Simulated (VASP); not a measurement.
# KTaO3 (Pm-3m) in VASP: further runs, part 2 of 2

VASP 6.6.1. The steps go on from the part before.

### 3 Relaxation of cell and atoms, PBE

This run uses another cell than the first one, of 12.69 Å³/atom, 0.986 times its volume.

Contents of INCAR:

```
SYSTEM = KTaO3
ALGO     = Normal         ! electronic algorithm
EDIFF    = 1E-6           ! SCF threshold, eV
EDIFFG   = -0.01          ! ionic threshold
ENCUT    = 600            ! plane-wave cutoff, eV
GGA      = PE             ! functional
IBRION   = 2              ! ionic algorithm
ISIF     = 3              ! what is computed and relaxed
ISMEAR   = 0              ! smearing method
KPAR     = 2            
LASPH    = .True.         ! aspherical terms in the spheres
LCHARG   = .False.        ! write CHGCAR
LREAL    = .False.        ! projectors in reciprocal space
LWAVE    = .False.        ! write WAVECAR
NELM     = 80             ! most SCF steps
NSW      = 90             ! ionic steps
PREC     = Accurate       ! precision mode
SIGMA    = 0.03           ! smearing width, eV
```

Contents of KPOINTS:

```
k-points
0
Gamma
  8 8 8
  0 0 0
```

Contents of POSCAR:

```
KTaO3
1.0
    3.9883000000      0.0000000000      0.0000000000
    0.0000000000      3.9883000000      0.0000000000
    0.0000000000      0.0000000000      3.9883000000
K Ta O
1 1 3
Direct
    0.5000000000      0.5000000000      0.5000000000
    0.0000000000      0.0000000000      0.0000000000
    0.5000000000      0.0000000000      0.0000000000
    0.0000000000      0.5000000000      0.0000000000
    0.0000000000      0.0000000000      0.5000000000
```

Potentials or basis: VASP PAW PBE potentials, release 64 (K_sv, Ta_pv, O).

The run is started by

```
cat potpaw_PBE.64/K_sv/POTCAR potpaw_PBE.64/Ta_pv/POTCAR potpaw_PBE.64/O/POTCAR > POTCAR
mpirun -np 2 vasp_std > vasp.out
```

OUTCAR:

```text
SYSTEM = KTaO3
   EDIFF = 1E-6
   EDIFFG = -0.01
   ENCUT = 600
   GGA = PE
   IBRION = 2
   ISIF = 3
   ISMEAR = 0
   LASPH = .True.
   LREAL = .False.
   NELM = 80
   NSW = 90
   PREC = Accurate

 ion  position               nearest neighbor table
   1  0.500  0.500  0.500-   3 2.82   4 2.82   5 2.82   3 2.82   4 2.82   3 2.82   5 2.82   3 2.82
                             4 2.82   5 2.82   4 2.82   5 2.82   2 3.45   2 3.45   2 3.45   2 3.45
   2  0.000  0.000  0.000-   3 1.99   4 1.99   5 1.99   5 1.99   4 1.99   3 1.99   1 3.45   1 3.45
                             1 3.45   1 3.45   1 3.45   1 3.45   1 3.45   1 3.45
   3  0.500  0.000  0.000-   2 1.99   2 1.99   1 2.82   1 2.82   1 2.82   1 2.82
   4  0.000  0.500  0.000-   2 1.99   2 1.99   1 2.82   1 2.82   1 2.82   1 2.82
   5  0.000  0.000  0.500-   2 1.99   2 1.99   1 2.82   1 2.82   1 2.82   1 2.82

  LATTYP: Found a simple cubic cell.
 ALAT       =     3.9883000000

  Lattice vectors:

 A1 = (   3.9883000000,   0.0000000000,   0.0000000000)
 A2 = (   0.0000000000,   3.9883000000,   0.0000000000)
 A3 = (   0.0000000000,   0.0000000000,   3.9883000000)

Analysis of symmetry for initial positions (statically):
=====================================================================
 Subroutine PRICEL returns:
 Original cell was already a primitive cell.

 Routine SETGRP: Setting up the symmetry group for a
 simple cubic supercell.

 Subroutine GETGRP returns: Found 48 space group operations
 (whereof 48 operations were pure point group operations)
 out of a pool of 48 trial point group operations.

The static configuration has the point symmetry O_h .

Analysis of symmetry for dynamics (positions and initial velocities):
=====================================================================
 Subroutine PRICEL returns:
 Original cell was already a primitive cell.

 Routine SETGRP: Setting up the symmetry group for a
 simple cubic supercell.

 Subroutine GETGRP returns: Found 48 space group operations
 (whereof 48 operations were pure point group operations)
 out of a pool of 48 trial point group operations.

The dynamic configuration has the point symmetry O_h .

 Subroutine INISYM returns: Found 48 space group operations
 (whereof 48 operations are pure point group operations),
 and found     1 'primitive' translations

----------------------------------------------------------------------------------------

                                     Primitive cell

  volume of cell :      63.4400

  direct lattice vectors                    reciprocal lattice vectors
     3.988300000  0.000000000  0.000000000     0.250733395  0.000000000  0.000000000
     0.000000000  3.988300000  0.000000000     0.000000000  0.250733395  0.000000000
     0.000000000  0.000000000  3.988300000     0.000000000  0.000000000  0.250733395

  length of vectors
     3.988300000  3.988300000  3.988300000     0.250733395  0.250733395  0.250733395

  position of ions in fractional coordinates (direct lattice)
     0.500000000  0.500000000  0.500000000
     0.000000000  0.000000000  0.000000000
     0.500000000  0.000000000  0.000000000
     0.000000000  0.500000000  0.000000000
     0.000000000  0.000000000  0.500000000

[... 62 lines left out ...]
   number of dos      NEDOS =    301   number of ions     NIONS =      5
   total plane-waves  NPLWV =  32768
   dimension x,y,z NGX =    32 NGY =   32 NGZ =   32
   dimension x,y,z NGXF=    64 NGYF=   64 NGZF=   64
   ions per type =               1   1   3
   NGX,Y,Z   is equivalent  to a cutoff of  13.34, 13.34, 13.34 a.u.
   NGXF,Y,Z  is equivalent  to a cutoff of  26.68, 26.68, 26.68 a.u.
 SYSTEM =  KTaO3
   PREC   = accura    normal or accurate (medium, high low for compatibility)
   ISTART =      0    job   : 0-new  1-cont  2-samecut
   ICHARG =      2    charge: 1-file 2-atom 10-const
   ISPIN  =      1    spin polarized calculation?
   LNONCOLLINEAR =      F non collinear calculations
   LSORBIT =      F    spin-orbit coupling
   LASPH  =      T    aspherical Exc in radial PAW
   ENCUT  =  600.0 eV  44.10 Ry    6.64 a.u.   7.97  7.97  7.97*2*pi/ulx,y,z
   NELM   =     80;   NELMIN=  2; NELMDL= -5     # of ELM steps
   EDIFF  = 0.1E-05   stopping-criterion for ELM
   LREAL  =      F    real-space projection
   EDIFFG = -.1E-01   stopping-criterion for IOM
   NSW    =     90    number of steps for IOM
   IBRION =      2    ionic relax: 0-MD 1-quasi-New 2-CG
   NFREE  =      1    steps in history (QN), initial steepest desc. (CG)
   ISIF   =      3    stress and relaxation
   ISYM   =      2    0-nonsym 1-usesym 2-fastsym
   POTIM  = 0.5000    time-step for ionic-motion
   TEBEG  =    0.0;   TEEND  =   0.0 temperature during run
   PSTRESS=    0.0 pullay stress
   NELECT =      38.0000    total number of electrons
   NUPDOWN=      -1.0000    fix difference up-down
   EMIN   =  10.00;   EMAX   =-10.00  energy-range for DOS
   EFERMI =   0.00;   METHOD = LEGACY
   ISMEAR =     0;   SIGMA  =   0.03  broadening in eV -4-tet -1-fermi 0-gaus
   EFERMI_NEDOS =   21; number of points for ismear=-14 and -15
   IALGO  =     38    algorithm
   IMIX   =      4    mixing-type and parameters
     AMIX     =   0.40;   BMIX     =  1.00
     AMIX_MAG =   1.60;   BMIX_MAG =  1.00
  volume/ion in A,a.u.               =      12.69        85.62
  Fermi-wavevector in a.u.,A,eV,Ry     =   1.380008  2.607837 25.911228  1.904422
  Thomas-Fermi vector in A             =   2.504925
   LORBIT       =      0    0 simple, 1 ext, 2 COOP (PROOUT), +10 PAW based schemes
   GGA     = PE    functional components
   LHFCALC =     F    Hartree Fock is set to
   AEXX    =    0.0000 exact exchange contribution
   IVDW    =     0    specifies the selected vdW correction
   LEPSILON=     F    determine dielectric tensor
   LRPA    =     F    only Hartree local field effects (RPA)
 conjugate gradient relaxation of ions
 non-spin polarized calculation
 Gauss-broadening in eV      SIGMA  =   0.03
  energy-cutoff  :      600.00
  volume of cell :       63.44
 maximum number of plane-waves:      2176
 NGX is ok and might be reduce to    32
   NGX = 15   NGY = 15   NGZ = 15

--------------------------------------- Ionic step        1  -------------------------------------------

 number of electron      37.9999990 magnetization

 Free energy of the ion-electron system (eV)
  ---------------------------------------------------
  ext. energy  EPLUGINS =         0.00000000
  ---------------------------------------------------
  free energy    TOTEN  =       -41.03822760 eV

  energy without entropy =      -41.03822760  energy(sigma->0) =      -41.03822760

------------------------ aborting loop because EDIFF is reached ----------------------------------------

  FORCE on cell =-STRESS in cart. coord.  units (eV):
  Direction    XX          YY          ZZ          XY          YZ          ZX
  --------------------------------------------------------------------------------------
  -------------------------------------------------------------------------------------
  Total        2.3376916      2.3376916      2.3376916      0.0000000     -0.0000000      0.0000000
  in kB       59.0383678     59.0383678     59.0383678      0.0000000     -0.0000000      0.0000000
  external PRESSURE =      59.0383678 kB  Pullay stress =       0.0000000 kB
[... 65 lines left out ...]
--------------------------------------- Ionic step        3  -------------------------------------------

 number of electron      38.0000008 magnetization

 Free energy of the ion-electron system (eV)
  ---------------------------------------------------
  ext. energy  EPLUGINS =         0.00000000
  ---------------------------------------------------
  free energy    TOTEN  =       -41.07208036 eV

  energy without entropy =      -41.07208036  energy(sigma->0) =      -41.07208036

 E-fermi :   1.7473     XC(G=0): -10.7203

 val. band max:        1.6004075211   @ k =   0.5000   0.5000   0.5000
 cond. band min:       3.7117095025   @ k =   0.0000   0.0000   0.0000
 fundamental gap:      2.1113019814
 Fermi energy:         1.7472519514

 k-point     1 :       0.0000    0.0000    0.0000
  band No.  band energies     occupation
      1     -32.6555      2.00000
      2     -32.6555      2.00000
      3     -32.6555      2.00000
      4     -25.7467      2.00000
      5     -15.8440      2.00000
      6     -15.1473      2.00000
[... 613 lines left out ...]
     22       7.4507      0.00000
     23       9.5883      0.00000

 [... further k-points ...]

------------------------ aborting loop because EDIFF is reached ----------------------------------------

  FORCE on cell =-STRESS in cart. coord.  units (eV):
  Direction    XX          YY          ZZ          XY          YZ          ZX
  --------------------------------------------------------------------------------------
  -------------------------------------------------------------------------------------
  Total       -0.0209833     -0.0209833     -0.0209833      0.0000000      0.0000000     -0.0000000
  in kB       -0.5144867     -0.5144867     -0.5144867      0.0000000      0.0000000     -0.0000000
  external PRESSURE =      -0.5144867 kB  Pullay stress =       0.0000000 kB
[... 20 lines left out ...]
  FREE ENERGIE OF THE ION-ELECTRON SYSTEM (eV)
  ---------------------------------------------------
  free  energy   TOTEN  =       -41.0720803591 eV

  energy  without entropy=      -41.0720803591  energy(sigma->0) =      -41.07208036

 reached required accuracy - stopping structural energy minimisation
```

Wall time 37 s (2 MPI ranks of AMD EPYC 9R45 (Zen 5), shared host); peak memory 0.2 GiB.

What came out:

```
Free energy                            : -41.0721 eV
Relaxed volume                         : 13.07 Å³/atom
Relaxed cell                           : a = 4.028 Å, b = 4.028 Å, c = 4.028 Å, α = 90.00°, β = 90.00°, γ = 90.00°
Space group after relaxing (to 0.05 Å) : Pm-3m (No. 221)
Energy gained by relaxing              : 6.8 meV/atom
Ionic steps                            : 3
Pressure after relaxing                : -0.1 GPa
Band gap on the k mesh                 : 2.11 eV, indirect (least direct gap 2.74 eV)
```

The path:
```csv
step,energy change (eV),largest force (eV/Å),pressure (GPa),volume (Å³)
1,0.0000,0.0000,5.90,63.44
2,0.0186,0.0000,-6.49,67.83
3,-0.0339,0.0000,-0.05,65.34
```

Final structure:
```yaml
crystal:
  lattice:
    - [4.02782, 0.00000, 0.00000]
    - [0.00000, 4.02782, 0.00000]
    - [0.00000, 0.00000, 4.02782]
  atoms:
    - { symbol: K, position: [0.50000, 0.50000, 0.50000] }
    - { symbol: Ta, position: [0.00000, 0.00000, 0.00000] }
    - { symbol: O, position: [0.50000, 0.00000, 0.00000] }
    - { symbol: O, position: [0.00000, 0.50000, 0.00000] }
    - { symbol: O, position: [0.00000, 0.00000, 0.50000] }
```

Caveat: spin-orbit coupling is left out, which moves the levels of the heavy elements.

### 4 Relaxation of cell and atoms, PBE

This run uses another cell than the first one, of 13.07 Å³/atom, 1.016 times its volume.

Edit INCAR of step 3 so:

```diff
@@ -2,4 +2,4 @@
 ALGO     = Normal         ! electronic algorithm
-EDIFF    = 1E-6           ! SCF threshold, eV
-EDIFFG   = -0.01          ! ionic threshold
+EDIFF    = 1E-7           ! SCF threshold, eV
+EDIFFG   = -0.005         ! ionic threshold
 ENCUT    = 600            ! plane-wave cutoff, eV
```

KPOINTS is that of step 3.

Contents of POSCAR:

```
KTaO3                                   
1.0
    4.0278175747     -0.0000000000      0.0000000000
    0.0000000000      4.0278175747      0.0000000000
   -0.0000000000     -0.0000000000      4.0278175747
  K               Ta              O             
     1     1     3
Direct
     0.5000000000000000    0.5000000000000000    0.5000000000000000
     0.0000000000000000    0.0000000000000000    0.0000000000000000
     0.5000000000000000    0.0000000000000000    0.0000000000000000
     0.0000000000000000    0.5000000000000000    0.0000000000000000
     0.0000000000000000    0.0000000000000000    0.5000000000000000
```

The run is started by

```
cat potpaw_PBE.64/K_sv/POTCAR potpaw_PBE.64/Ta_pv/POTCAR potpaw_PBE.64/O/POTCAR > POTCAR
mpirun -np 2 vasp_std > vasp.out
```

Run time: 34 s. Hardware: 2 MPI ranks of AMD EPYC 9R45 (Zen 5), shared host; peak memory 0.2 GiB.

It converged, with:

```yaml
Free_energy: -41.0760 eV
Relaxed_volume: 13.06 Å³/atom
Relaxed_cell: a = 4.027 Å, b = 4.027 Å, c = 4.027 Å, α = 90.00°, β = 90.00°, γ = 90.00°
Space_group_after_relaxing_to_0.05_Å: Pm-3m (No. 221)
Energy_gained_by_relaxing: 0.0 meV/atom
Ionic_steps: 3
Pressure_after_relaxing: 0.0 GPa
Band_gap_on_the_k_mesh: 2.11 eV, indirect (least direct gap 2.74 eV)
```

Final structure:
```cif
data_structure
_symmetry_space_group_name_H-M 'P 1'
_symmetry_Int_Tables_number 1
_cell_length_a 4.0273
_cell_length_b 4.0273
_cell_length_c 4.0273
_cell_angle_alpha 90.000
_cell_angle_beta 90.000
_cell_angle_gamma 90.000
_cell_volume 65.32
loop_
_atom_site_label
_atom_site_type_symbol
_atom_site_fract_x
_atom_site_fract_y
_atom_site_fract_z
_atom_site_occupancy
K1 K 0.50000 0.50000 0.50000 1
Ta1 Ta 0.00000 0.00000 0.00000 1
O1 O 0.50000 0.00000 0.00000 1
O2 O 0.00000 0.50000 0.00000 1
O3 O 0.00000 0.00000 0.50000 1
```

Levels at points of the mesh, in eV from the valence-band top:
```
           k point  band 15  band 16  band 17  band 18  band 19  band 20  band 21  band 22  band 23
(0.00, 0.00, 0.00)    -1.01    -1.01    -0.63    -0.63    -0.63     2.11     2.11     2.11     6.40
(0.50, 0.00, 0.00)    -2.31    -2.07    -1.44    -0.85    -0.85     2.26     4.83     4.83     6.47
(0.50, 0.50, 0.00)    -2.72    -1.70    -1.40    -1.40    -0.04     4.86     4.86     6.10     7.29
(0.50, 0.50, 0.50)    -3.81    -3.81     0.00     0.00     0.00     6.21     6.21     6.21     8.83
```

Caveat: spin-orbit coupling is left out, which moves the levels of the heavy elements.

### 5 Relaxation of cell and atoms, LDA

This run uses another cell than the first one, of 12.69 Å³/atom, 0.986 times its volume.

Contents of INCAR:

```
SYSTEM = KTaO3
ALGO = Normal
EDIFF = 1E-6
EDIFFG = -0.01
ENCUT = 600
IBRION = 2
ISIF = 3
ISMEAR = 0
LASPH = .TRUE.
LCHARG = .FALSE.
LREAL = .FALSE.
LWAVE = .FALSE.
NELM = 80
NSW = 90
PREC = Accurate
SIGMA = 0.03
```

Contents of KPOINTS:

```
k-points
0
G
  8 8 8
  0 0 0
```

Contents of POSCAR:

```
KTaO3
1.0
    3.9883000000      0.0000000000      0.0000000000
    0.0000000000      3.9883000000      0.0000000000
    0.0000000000      0.0000000000      3.9883000000
K Ta O
1 1 3
Direct
    0.5000000000      0.5000000000      0.5000000000
    0.0000000000      0.0000000000      0.0000000000
    0.5000000000      0.0000000000      0.0000000000
    0.0000000000      0.5000000000      0.0000000000
    0.0000000000      0.0000000000      0.5000000000
```

Potentials or basis: VASP PAW LDA potentials, release 64 (K_sv, Ta_pv, O).

The run is started by

```
cat potpaw_LDA.64/K_sv/POTCAR potpaw_LDA.64/Ta_pv/POTCAR potpaw_LDA.64/O/POTCAR > POTCAR
mpirun -np 1 vasp_std > vasp.out
```

Wall time 72 s (1 thread of Intel Xeon Platinum 8488C (Sapphire Rapids), shared host); peak memory 0.2 GiB.

The run converged. Its results:

```yaml
Free_energy: -45.0706 eV
Relaxed_volume: 12.41 Å³/atom
Relaxed_cell: a = 3.959 Å, b = 3.959 Å, c = 3.959 Å, α = 90.00°, β = 90.00°, γ = 90.00°
Space_group_after_relaxing_to_0.05_Å: Pm-3m (No. 221)
Energy_gained_by_relaxing: 4.1 meV/atom
Ionic_steps: 3
Pressure_after_relaxing: 0.0 GPa
Band_gap_on_the_k_mesh: 2.07 eV, indirect (least direct gap 2.68 eV)
```

The path:
| step | energy change (eV) | largest force (eV/Å) | pressure (GPa) | volume (Å³) |
| --- | --- | --- | --- | --- |
| 1 | 0.0000 | 0.0000 | -4.62 | 63.44 |
| 2 | 0.0210 | 0.0000 | 7.24 | 60.14 |
| 3 | -0.0207 | 0.0000 | -0.04 | 62.05 |

Final structure:
```yaml
crystal:
  lattice:
    - [3.95893, 0.00000, 0.00000]
    - [0.00000, 3.95893, 0.00000]
    - [0.00000, 0.00000, 3.95893]
  atoms:
    - { symbol: K, position: [0.50000, 0.50000, 0.50000] }
    - { symbol: Ta, position: [0.00000, 0.00000, 0.00000] }
    - { symbol: O, position: [0.50000, 0.00000, 0.00000] }
    - { symbol: O, position: [0.00000, 0.50000, 0.00000] }
    - { symbol: O, position: [0.00000, 0.00000, 0.50000] }
```

Levels at points of the mesh, in eV from the valence-band top:
| k point | band 16 | band 17 | band 18 | band 19 | band 20 | band 21 | band 22 | band 23 |
| --- | --- | --- | --- | --- | --- | --- | --- | --- |
| (0.00, 0.00, 0.00) | -1.11 | -0.61 | -0.61 | -0.61 | 2.07 | 2.07 | 2.07 | 6.56 |
| (0.50, 0.00, 0.00) | -2.24 | -1.62 | -0.85 | -0.85 | 2.24 | 5.08 | 5.08 | 7.07 |
| (0.50, 0.50, 0.00) | -1.60 | -1.48 | -1.48 | -0.04 | 5.12 | 5.12 | 6.44 | 7.95 |
| (0.50, 0.50, 0.50) | -4.02 | 0.00 | 0.00 | 0.00 | 6.60 | 6.60 | 6.60 | 8.79 |

Caveat: spin-orbit coupling is left out, which moves the levels of the heavy elements. Zero-point motion and thermal expansion aren't in these numbers.

### 6 Relaxation of cell and atoms, LDA

This run uses another cell than the first one, of 12.41 Å³/atom, 0.964 times its volume.

Edit INCAR of step 5 so:

```diff
@@ -2,4 +2,4 @@
 ALGO = Normal
-EDIFF = 1E-6
-EDIFFG = -0.01
+EDIFF = 1E-7
+EDIFFG = -0.005
 ENCUT = 600
```

KPOINTS is that of step 5.

Contents of POSCAR:

```
KTaO3                                   
1.0
    3.9589256254      0.0000000000     -0.0000000000
    0.0000000000      3.9589256254     -0.0000000000
    0.0000000000      0.0000000000      3.9589256254
  K               Ta              O             
     1     1     3
Direct
     0.5000000000000000    0.5000000000000000    0.5000000000000000
     0.0000000000000000    0.0000000000000000    0.0000000000000000
     0.5000000000000000    0.0000000000000000    0.0000000000000000
     0.0000000000000000    0.5000000000000000    0.0000000000000000
     0.0000000000000000    0.0000000000000000    0.5000000000000000
```

Potentials or basis: VASP PAW LDA potentials, release 64 (K_sv, Ta_pv, O).

The run is started by

```
cat potpaw_LDA.64/K_sv/POTCAR potpaw_LDA.64/Ta_pv/POTCAR potpaw_LDA.64/O/POTCAR > POTCAR
mpirun -np 1 vasp_std > vasp.out
```

It took 34 s on 1 thread of Intel Xeon Platinum 8488C (Sapphire Rapids), shared host; peak memory 0.2 GiB.

The run converged. Its results:

| Quantity | Value |
| --- | --- |
| Free energy | -45.0675 eV |
| Pressure after relaxing | 0.0 GPa |
| Band gap on the k mesh | 2.07 eV, indirect (least direct gap 2.68 eV) |

Final structure:
```xyz
5
Lattice="3.9589 0.0000 0.0000 0.0000 3.9589 0.0000 0.0000 0.0000 3.9589" Properties=species:S:1:pos:R:3 pbc="T T T"
K     1.9795    1.9795    1.9795
Ta    0.0000    0.0000    0.0000
O     1.9795    0.0000    0.0000
O     0.0000    1.9795    0.0000
O     0.0000    0.0000    1.9795
```

Levels at points of the mesh, in eV from the valence-band top:
```
           k point  band 16  band 17  band 18  band 19  band 20  band 21  band 22  band 23
(0.00, 0.00, 0.00)    -1.11    -0.61    -0.61    -0.61     2.07     2.07     2.07     6.55
(0.50, 0.00, 0.00)    -2.24    -1.62    -0.85    -0.85     2.24     5.08     5.08     7.07
(0.50, 0.50, 0.00)    -1.60    -1.48    -1.48    -0.04     5.12     5.12     6.44     7.94
(0.50, 0.50, 0.50)    -4.02     0.00     0.00     0.00     6.60     6.60     6.60     8.79
```

Caveat: the relaxation stopped at its first step, so nothing moved; spin-orbit coupling is left out, which moves the levels of the heavy elements.

### 7 The runs side by side

| level | potentials or basis | gap on the mesh (eV) | pressure (GPa) |
| --- | --- | --- | --- |
| PBE+D3(BJ) | VASP PAW PBE potentials, release 64 (K_sv, Ta_pv, O) | 2.15 | 0.0 |
| PBE | VASP PAW PBE potentials, release 64 (K_sv, Ta_pv, O) | 2.11 | 0.0 |
| LDA | VASP PAW LDA potentials, release 64 (K_sv, Ta_pv, O) | 2.07 | 0.0 |

Alike in all rows: task relaxation of cell and atoms; no spin polarisation; cell relaxed; k mesh 8 × 8 × 8; cutoff (eV) 600; smearing gaussian 0.03 eV.

Caveats: spin-orbit coupling is left out, which moves the levels of the heavy elements; the relaxation stopped at its first step, so nothing moved (some runs).

Absolute energies hang on the potentials; compare differences alone.
